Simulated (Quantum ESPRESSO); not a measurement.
The system is SrCl2.

```
Sr Cl
1.0
     0.00000    3.48835    3.48835
     3.48835    0.00000    3.48835
     3.48835    3.48835    0.00000
Sr Cl
1 2
Direct
  0.00000 0.00000 0.00000
  0.75000 0.75000 0.75000
  0.25000 0.25000 0.25000
```

Base run:

| Property | Result |
| --- | --- |
| Program | Quantum ESPRESSO 7.5 |
| Functional | BLYP |
| Potentials or basis | PseudoDojo 0.4.1 SR PBE standard |
| Cutoff | 925 eV |
| Density cutoff | 3701 eV |
| k mesh | 4 × 4 × 4, shifted |
| Occupations | fermi-dirac, width 0.05 eV |
| Spin | no spin polarisation |

Its results: pressure 2.8 GPa; electronic dielectric tensor (diagonal) 2.90.

Problem. The run is repeated on the same cell with these changes: functional from BLYP to AM05. What comes out?

Solution. Pressure -0.1 GPa; electronic dielectric tensor (diagonal) 2.94.

AM05 binds more tightly than BLYP, so the same cell stands under less pressure.

Caveats: the potentials were made for another functional, which shifts forces and pressure.

Not every run made on this cell is shown here.
